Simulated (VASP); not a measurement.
# MgS (Niningerite) (Fm-3m) in VASP: notebook

The runs below take MgS (Niningerite) through single point, with PBE0(alpha).

All numbers are computed with VASP 6.6.1; they aren't measurements. Logs are shortened: lines on timing, memory, paths and dates and some standing lists are left out, and cuts for length are marked.

## 1. Starting point

The structure is cubic, space group Fm-3m (No. 225). Conventional cell: a = 5.203 Å, b = 5.203 Å, c = 5.203 Å, α = 90.00°, β = 90.00°, γ = 90.00°. S (site symmetry m-3m) is surrounded by 6 Mg at 2.60 Å. Mg (site symmetry m-3m) is surrounded by 6 S at 2.60 Å.

## 2. Single point, PBE0(alpha)

Input file POSCAR:

```
MgS
1.0
    0.0000000000      2.6016500000      2.6016500000
    2.6016500000      0.0000000000      2.6016500000
    2.6016500000      2.6016500000      0.0000000000
S Mg
1 1
Direct
    0.5000000000      0.5000000000      0.5000000000
    0.0000000000      0.0000000000      0.0000000000
```

Input file INCAR.step1:

```
ALGO = Normal
EDIFF = 1E-5
ENCUT = 520
GGA = PE
ISIF = 2
ISMEAR = -1
LASPH = T
LREAL = F
LWAVE = T
NELM = 80
PREC = Accurate
SIGMA = 0.05
```

Input file INCAR.step2:

```
AEXX = 0.2
ALGO = Normal
EDIFF = 1E-7
ENCUT = 520
GGA = PE
HFRCUT = -1
ISIF = 2
ISMEAR = -1
ISTART = 1
LASPH = T
LCHARG = F
LHFCALC = T
LREAL = F
LWAVE = F
NELM = 80
PREC = Accurate
PRECFOCK = Fast
SIGMA = 0.05
```

Input file KPOINTS:

```
k-points
0
Gamma
  5 5 5
```

Potentials or basis: VASP PAW PBE potentials, release 64 (S, Mg).

On the command line:

```
$ cat potpaw_PBE.64/S/POTCAR potpaw_PBE.64/Mg/POTCAR > POTCAR
$ cp INCAR.step1 INCAR
$ mpirun -np 1 vasp_std > vasp.out
$ cp INCAR.step2 INCAR
$ mpirun -np 1 vasp_std > vasp.out
```

OUTCAR:

```text
AEXX = 0.2
   EDIFF = 1E-7
   ENCUT = 520
   GGA = PE
   ISIF = 2
   ISMEAR = -1
   ISTART = 1
   LASPH = T
   LHFCALC = T
   LREAL = F
   NELM = 80
   PREC = Accurate
   PRECFOCK = Fast

 ion  position               nearest neighbor table
   1  0.500  0.500  0.500-   2 2.60   2 2.60   2 2.60   2 2.60   2 2.60   2 2.60
   2  0.000  0.000  0.000-   1 2.60   1 2.60   1 2.60   1 2.60   1 2.60   1 2.60

  LATTYP: Found a face centered cubic cell.
 ALAT       =     5.2033000000

  Lattice vectors:

 A1 = (   0.0000000000,   2.6016500000,   2.6016500000)
 A2 = (   2.6016500000,   0.0000000000,   2.6016500000)
 A3 = (   2.6016500000,   2.6016500000,   0.0000000000)

Analysis of symmetry for initial positions (statically):
=====================================================================
 Subroutine PRICEL returns:
 Original cell was already a primitive cell.

 Routine SETGRP: Setting up the symmetry group for a
 face centered cubic supercell.

 Subroutine GETGRP returns: Found 48 space group operations
 (whereof 48 operations were pure point group operations)
 out of a pool of 48 trial point group operations.

The static configuration has the point symmetry O_h .

Analysis of symmetry for dynamics (positions and initial velocities):
=====================================================================
 Subroutine PRICEL returns:
 Original cell was already a primitive cell.

 Routine SETGRP: Setting up the symmetry group for a
 face centered cubic supercell.

 Subroutine GETGRP returns: Found 48 space group operations
 (whereof 48 operations were pure point group operations)
 out of a pool of 48 trial point group operations.

The dynamic configuration has the point symmetry O_h .

 Subroutine INISYM returns: Found 48 space group operations
 (whereof 48 operations are pure point group operations),
 and found     1 'primitive' translations

----------------------------------------------------------------------------------------

                                     Primitive cell

  volume of cell :      35.2190

  direct lattice vectors                    reciprocal lattice vectors
     0.000000000  2.601650000  2.601650000    -0.192185728  0.192185728  0.192185728
     2.601650000  0.000000000  2.601650000     0.192185728 -0.192185728  0.192185728
     2.601650000  2.601650000  0.000000000     0.192185728  0.192185728 -0.192185728

[... 78 lines left out ...]
   PSTRESS=    0.0 pullay stress
   NELECT =       8.0000    total number of electrons
   NUPDOWN=      -1.0000    fix difference up-down
   EMIN   =  10.00;   EMAX   =-10.00  energy-range for DOS
   EFERMI =   0.00;   METHOD = LEGACY
   ISMEAR =    -1;   SIGMA  =   0.05  broadening in eV -4-tet -1-fermi 0-gaus
   EFERMI_NEDOS =   21; number of points for ismear=-14 and -15
   IALGO  =     38    algorithm
   IMIX   =      1    mixing-type and parameters
     AMIX     =   0.40;   BMIX     =  1.00
     AMIX_MAG =   1.60;   BMIX_MAG =  1.00
  volume/ion in A,a.u.               =      17.61       118.83
  Fermi-wavevector in a.u.,A,eV,Ry     =   0.998878  1.887606 13.575323  0.997758
  Thomas-Fermi vector in A             =   2.131131
   LORBIT       =      0    0 simple, 1 ext, 2 COOP (PROOUT), +10 PAW based schemes
   GGA     = PE    functional components
   LHFCALC =     T    Hartree Fock is set to
   PRECFOCK=fast      Normal, Fast or Accurate (Low or Medium for compatibility)
   ENCUT4O =  -1.0   cutoff for four orbital integrals eV
   NKREDX  =     1    reduce k-point grid by
   NKREDY  =     1    reduce k-point grid by
   NKREDZ  =     1    reduce k-point grid by
   AEXX    =    0.2000 exact exchange contribution
   HFSCREEN=    0.0000 screening length (either q_TF or 0.3 A-1)
   HFSCREENC=   0.0000 screening length for correlation (either q_TF or 0.3 A-1)
   ENCUTFOCK=  -1.0 apply spherical cutoff to Coloumb kernel
   IVDW    =     0    specifies the selected vdW correction
   LEPSILON=     F    determine dielectric tensor
   LRPA    =     F    only Hartree local field effects (RPA)
 non-spin polarized calculation
  energy-cutoff  :      520.00
  volume of cell :       35.22
 maximum number of plane-waves:       962
  NGX = 16; NGY = 16; NGZ = 16

 number of electron       8.0000000 magnetization

 Free energy of the ion-electron system (eV)
  ---------------------------------------------------
  ext. energy  EPLUGINS =         0.00000000
  ---------------------------------------------------
  free energy    TOTEN  =       -10.04215704 eV

  energy without entropy =      -10.04215704  energy(sigma->0) =      -10.04215704

 E-fermi :   3.9583     XC(G=0):  -8.0573

 val. band max:        2.8997954551   @ k =   0.0000   0.0000   0.0000
 cond. band min:       7.4727831728   @ k =   0.4000   0.4000   0.0000
 fundamental gap:      4.5729877177
 Fermi energy:         3.9583038179

 k-point     1 :       0.0000    0.0000    0.0000
  band No.  band energies     occupation
      1     -10.8412      2.00000
      2       2.8998      2.00000
      3       2.8998      2.00000
      4       2.8998      2.00000
      5       8.0449      0.00000
      6      12.3757      0.00000
      7      12.3757      0.00000
      8      12.3757      0.00000
[... 89 lines left out ...]
 k-point    10 :      -0.4000    0.4000    0.2000
  band No.  band energies     occupation
      1      -9.1257      2.00000
      2      -1.1293      2.00000
      3      -0.0155      2.00000
      4       1.0199      2.00000
      5       9.5178      0.00000
      6      11.3912      0.00000
      7      11.9638      0.00000
      8      14.4599      0.00000

------------------------ aborting loop because EDIFF is reached ----------------------------------------

  FORCE on cell =-STRESS in cart. coord.  units (eV):
  Direction    XX          YY          ZZ          XY          YZ          ZX
  --------------------------------------------------------------------------------------
  -------------------------------------------------------------------------------------
  Total       -0.0777485     -0.0777485     -0.0777485      0.0000000      0.0000000      0.0000000
  in kB       -3.5369257     -3.5369257     -3.5369257      0.0000000      0.0000000      0.0000000
  external PRESSURE =      -3.5369257 kB  Pullay stress =       0.0000000 kB

 VOLUME and BASIS-vectors are now :
 -----------------------------------------------------------------------------
  energy-cutoff  :      520.00
  volume of cell :       35.22
      direct lattice vectors                 reciprocal lattice vectors
     0.000000000  2.601650000  2.601650000    -0.192185728  0.192185728  0.192185728
     2.601650000  0.000000000  2.601650000     0.192185728 -0.192185728  0.192185728
     2.601650000  2.601650000  0.000000000     0.192185728  0.192185728 -0.192185728

 POSITION                                       TOTAL-FORCE (eV/Angst)
 -----------------------------------------------------------------------------------
      2.60165      2.60165      2.60165        -0.000000      0.000000      0.000000
      0.00000      0.00000      0.00000         0.000000     -0.000000     -0.000000
 -----------------------------------------------------------------------------------
    total drift:                               -0.000000      0.000000     -0.000000

  FREE ENERGIE OF THE ION-ELECTRON SYSTEM (eV)
  ---------------------------------------------------
  free  energy   TOTEN  =       -10.0421570443 eV

  energy  without entropy=      -10.0421570442  energy(sigma->0) =      -10.04215704
```

OUTCAR.step1:

```text
EDIFF = 1E-5
   ENCUT = 520
   GGA = PE
   ISIF = 2
   ISMEAR = -1
[... 314 lines left out ...]
 -----------------------------------------------------------------------------------
      2.60165      2.60165      2.60165         0.000000     -0.000000      0.000000
      0.00000      0.00000      0.00000        -0.000000      0.000000     -0.000000
 -----------------------------------------------------------------------------------
    total drift:                                0.000000      0.000000      0.000000

  FREE ENERGIE OF THE ION-ELECTRON SYSTEM (eV)
  ---------------------------------------------------
  free  energy   TOTEN  =        -8.4908864216 eV

  energy  without entropy=       -8.4908864215  energy(sigma->0) =       -8.49088642
```

Run time: 53 s. Hardware: 1 thread of Intel Xeon Platinum 8488C (Sapphire Rapids), shared host; peak memory 0.16 GiB.

What came out:

```yaml
Free_energy: -10.0422 eV
Pressure: -0.4 GPa
Band_gap_on_the_k_mesh: 4.57 eV, indirect (least direct gap 5.15 eV)
```

Caveat: the PAW data sets were made with another functional, which shifts forces and pressure a little; an odd mesh through Γ misses points on the zone boundary, where band edges often lie.

## 3. Single point, PBE0(alpha)

POSCAR is that of step 2.

INCAR.step1 is that of step 2.

INCAR.step2: that of step 2 with these lines changed.

```diff
@@ -1,2 +1,2 @@
-AEXX = 0.2
+AEXX = 0.25
 ALGO = Normal
```

KPOINTS is that of step 2.

Potentials or basis: VASP PAW PBE potentials, release 64 (S, Mg).

On the command line:

```
$ cat potpaw_PBE.64/S/POTCAR potpaw_PBE.64/Mg/POTCAR > POTCAR
$ cp INCAR.step1 INCAR
$ mpirun -np 1 vasp_std > vasp.out
$ cp INCAR.step2 INCAR
$ mpirun -np 1 vasp_std > vasp.out
```

It took 69 s on 1 thread of Intel Xeon Platinum 8488C (Sapphire Rapids), shared host; peak memory 0.16 GiB.

It converged, with:

```yaml
Free_energy: -10.4347 eV
Pressure: -0.7 GPa
Band_gap_on_the_k_mesh: 4.93 eV, indirect (least direct gap 5.51 eV)
```

Levels at points of the mesh, in eV from the valence-band top:
```
           k point  band 2  band 3  band 4  band 5  band 6  band 7
(0.00, 0.00, 0.00)    0.00    0.00    0.00    5.51    9.86    9.86
```

Caveat: the PAW data sets were made with another functional, which shifts forces and pressure a little; an odd mesh through Γ misses points on the zone boundary, where band edges often lie.

## 4. Single point, PBE0(alpha)

POSCAR is that of step 3.

INCAR.step1 is that of step 3.

INCAR.step2: that of step 3 with these lines changed.

```diff
@@ -1,2 +1,2 @@
-AEXX = 0.25
+AEXX = 0.3
 ALGO = Normal
```

KPOINTS is that of step 3.

On the command line:

```
$ cat potpaw_PBE.64/S/POTCAR potpaw_PBE.64/Mg/POTCAR > POTCAR
$ cp INCAR.step1 INCAR
$ mpirun -np 1 vasp_std > vasp.out
$ cp INCAR.step2 INCAR
$ mpirun -np 1 vasp_std > vasp.out
```

Wall time 55 s (1 thread of Intel Xeon Platinum 8488C (Sapphire Rapids), shared host); peak memory 0.15 GiB.

The run converged. Its results:

| Property | Result |
| --- | --- |
| Free energy | -10.8290 eV |
| Pressure | -1.0 GPa |
| Band gap on the k mesh | 5.28 eV, indirect (least direct gap 5.88 eV) |

Levels at points of the mesh, in eV from the valence-band top:
```tsv
k point	band 2	band 3	band 4	band 5	band 6	band 7
(0.00, 0.00, 0.00)	0.00	0.00	0.00	5.88	10.25	10.25
```

Caveat: the PAW data sets were made with another functional, which shifts forces and pressure a little; an odd mesh through Γ misses points on the zone boundary, where band edges often lie.

## 5. Single point, PBE0(alpha)

POSCAR is that of step 4.

INCAR.step1 is that of step 4.

INCAR.step2: that of step 4 with these lines changed.

```diff
@@ -1,2 +1,2 @@
-AEXX = 0.3
+AEXX = 0.4
 ALGO = Normal
```

KPOINTS is that of step 4.

On the command line:

```
$ cat potpaw_PBE.64/S/POTCAR potpaw_PBE.64/Mg/POTCAR > POTCAR
$ cp INCAR.step1 INCAR
$ mpirun -np 1 vasp_std > vasp.out
$ cp INCAR.step2 INCAR
$ mpirun -np 1 vasp_std > vasp.out
```

Wall time 68 s (1 thread of Intel Xeon Platinum 8488C (Sapphire Rapids), shared host); peak memory 0.15 GiB.

Results (log left out):

```yaml
Free_energy: -11.6226 eV
Pressure: -1.6 GPa
Band_gap_on_the_k_mesh: 6.00 eV, indirect (least direct gap 6.63 eV)
```

Levels at points of the mesh, in eV from the valence-band top:
| k point | band 1 | band 2 | band 3 | band 4 | band 5 | band 6 | band 7 | band 8 |
| --- | --- | --- | --- | --- | --- | --- | --- | --- |
| (0.00, 0.00, 0.00) | -14.79 | 0.00 | 0.00 | 0.00 | 6.63 | 11.02 | 11.02 | 11.02 |

Caveat: the PAW data sets were made with another functional, which shifts forces and pressure a little; an odd mesh through Γ misses points on the zone boundary, where band edges often lie.

## 6. Single point, PBE0(alpha)

POSCAR is that of step 5.

INCAR.step1 is that of step 5.

INCAR.step2: that of step 5 with these lines changed.

```diff
@@ -1,2 +1,2 @@
-AEXX = 0.4
+AEXX = 0.5
 ALGO = Normal
```

KPOINTS is that of step 5.

Potentials or basis: VASP PAW PBE potentials, release 64 (S, Mg).

On the command line:

```
$ cat potpaw_PBE.64/S/POTCAR potpaw_PBE.64/Mg/POTCAR > POTCAR
$ cp INCAR.step1 INCAR
$ mpirun -np 1 vasp_std > vasp.out
$ cp INCAR.step2 INCAR
$ mpirun -np 1 vasp_std > vasp.out
```

OUTCAR:

```text
AEXX = 0.5
   EDIFF = 1E-7
   ENCUT = 520
   GGA = PE
   ISIF = 2
   ISMEAR = -1
   ISTART = 1
   LASPH = T
   LHFCALC = T
   LREAL = F
   NELM = 80
   PREC = Accurate
   PRECFOCK = Fast

 ion  position               nearest neighbor table
   1  0.500  0.500  0.500-   2 2.60   2 2.60   2 2.60   2 2.60   2 2.60   2 2.60
   2  0.000  0.000  0.000-   1 2.60   1 2.60   1 2.60   1 2.60   1 2.60   1 2.60

  LATTYP: Found a face centered cubic cell.
 ALAT       =     5.2033000000

  Lattice vectors:

 A1 = (   0.0000000000,   2.6016500000,   2.6016500000)
 A2 = (   2.6016500000,   0.0000000000,   2.6016500000)
 A3 = (   2.6016500000,   2.6016500000,   0.0000000000)

Analysis of symmetry for initial positions (statically):
=====================================================================
 Subroutine PRICEL returns:
 Original cell was already a primitive cell.

 Routine SETGRP: Setting up the symmetry group for a
 face centered cubic supercell.

 Subroutine GETGRP returns: Found 48 space group operations
 (whereof 48 operations were pure point group operations)
[... 160 lines left out ...]
 cond. band min:       8.3333629432   @ k =   0.4000   0.4000   0.0000
 fundamental gap:      6.7277953018
 Fermi energy:         2.6584432416

 k-point     1 :       0.0000    0.0000    0.0000
  band No.  band energies     occupation
      1     -13.7074      2.00000
      2       1.6056      2.00000
      3       1.6056      2.00000
      4       1.6056      2.00000
      5       8.9974      0.00000
      6      13.4074      0.00000
      7      13.4074      0.00000
      8      13.4074      0.00000
[... 89 lines left out ...]
 k-point    10 :      -0.4000    0.4000    0.2000
  band No.  band energies     occupation
      1     -11.8120      2.00000
      2      -2.8382      2.00000
      3      -1.6100      2.00000
      4      -0.4293      2.00000
      5      10.4981      0.00000
      6      12.3591      0.00000
      7      13.0419      0.00000
      8      15.7489      0.00000

------------------------ aborting loop because EDIFF is reached ----------------------------------------

  FORCE on cell =-STRESS in cart. coord.  units (eV):
  Direction    XX          YY          ZZ          XY          YZ          ZX
  --------------------------------------------------------------------------------------
  -------------------------------------------------------------------------------------
  Total       -0.4842658     -0.4842658     -0.4842658      0.0000000      0.0000000      0.0000000
  in kB      -22.0301669    -22.0301669    -22.0301669      0.0000000      0.0000000      0.0000000
  external PRESSURE =     -22.0301669 kB  Pullay stress =       0.0000000 kB

 VOLUME and BASIS-vectors are now :
 -----------------------------------------------------------------------------
  energy-cutoff  :      520.00
  volume of cell :       35.22
      direct lattice vectors                 reciprocal lattice vectors
     0.000000000  2.601650000  2.601650000    -0.192185728  0.192185728  0.192185728
     2.601650000  0.000000000  2.601650000     0.192185728 -0.192185728  0.192185728
     2.601650000  2.601650000  0.000000000     0.192185728  0.192185728 -0.192185728

 POSITION                                       TOTAL-FORCE (eV/Angst)
 -----------------------------------------------------------------------------------
      2.60165      2.60165      2.60165         0.000000      0.000000      0.000000
      0.00000      0.00000      0.00000        -0.000000     -0.000000     -0.000000
 -----------------------------------------------------------------------------------
    total drift:                               -0.000000      0.000000     -0.000000

  FREE ENERGIE OF THE ION-ELECTRON SYSTEM (eV)
  ---------------------------------------------------
  free  energy   TOTEN  =       -12.4226402930 eV

  energy  without entropy=      -12.4226402929  energy(sigma->0) =      -12.42264029
```

Wall time 65 s (1 thread of Intel Xeon Platinum 8488C (Sapphire Rapids), shared host); peak memory 0.15 GiB.

What came out:

| Property | Result |
| --- | --- |
| Free energy | -12.4226 eV |
| Pressure | -2.2 GPa |
| Band gap on the k mesh | 6.73 eV, indirect (least direct gap 7.39 eV) |

Levels at points of the mesh, in eV from the valence-band top:
```
           k point  band 1  band 2  band 3  band 4  band 5  band 6  band 7  band 8
(0.00, 0.00, 0.00)  -15.31    0.00    0.00    0.00    7.39   11.80   11.80   11.80
```

Caveat: the PAW data sets were made with another functional, which shifts forces and pressure a little; an odd mesh through Γ misses points on the zone boundary, where band edges often lie.

## 7. The reference run

An earlier run on the cell as given: functional PBE; potentials or basis VASP PAW PBE potentials, release 64 (S, Mg); cutoff 520 eV; k mesh 9 × 9 × 9; occupations fermi-dirac, width 0.05 eV; no spin polarisation.

* Pressure: 0.9 GPa
* Band gap on the k mesh: 2.91 eV, indirect (least direct gap 3.71 eV)

## 8. Overview

```tsv
level	k mesh	share of exact exchange	grid for exact exchange (PRECFOCK)	exchange at q = 0	gap on the mesh (eV)	pressure (GPa)
PBE0(alpha)	5 × 5 × 5	0.2	Fast	truncated	4.57	-0.4
PBE0(alpha)	5 × 5 × 5	0.25	Fast	truncated	4.93	-0.7
PBE0(alpha)	5 × 5 × 5	0.3	Fast	truncated	5.28	-1.0
PBE0(alpha)	5 × 5 × 5	0.4	Fast	truncated	6.00	-1.6
PBE0(alpha)	5 × 5 × 5	0.5	Fast	truncated	6.73	-2.2
PBE	9 × 9 × 9	-	-	-	2.91	0.9
```

Alike in all rows: task single point; potentials or basis VASP PAW PBE potentials, release 64 (S, Mg); no spin polarisation; cell as given; cutoff (eV) 520; smearing fermi-dirac 0.05 eV.

On the cell as given the gap runs from 2.91 eV (PBE) to 6.73 eV (PBE0(alpha)); the meshes differ, which moves gaps too. The pressure there spans -2.2 GPa (PBE0(alpha)) to 0.9 GPa (PBE); a positive pressure means that this level wants a larger cell, a negative one a smaller.

Caveats: an odd mesh through Γ misses points on the zone boundary, where band edges often lie; the PAW data sets were made with another functional, which shifts forces and pressure a little (some runs).

Total energies depend on the potentials used, so only differences within one code and one set of settings carry meaning.
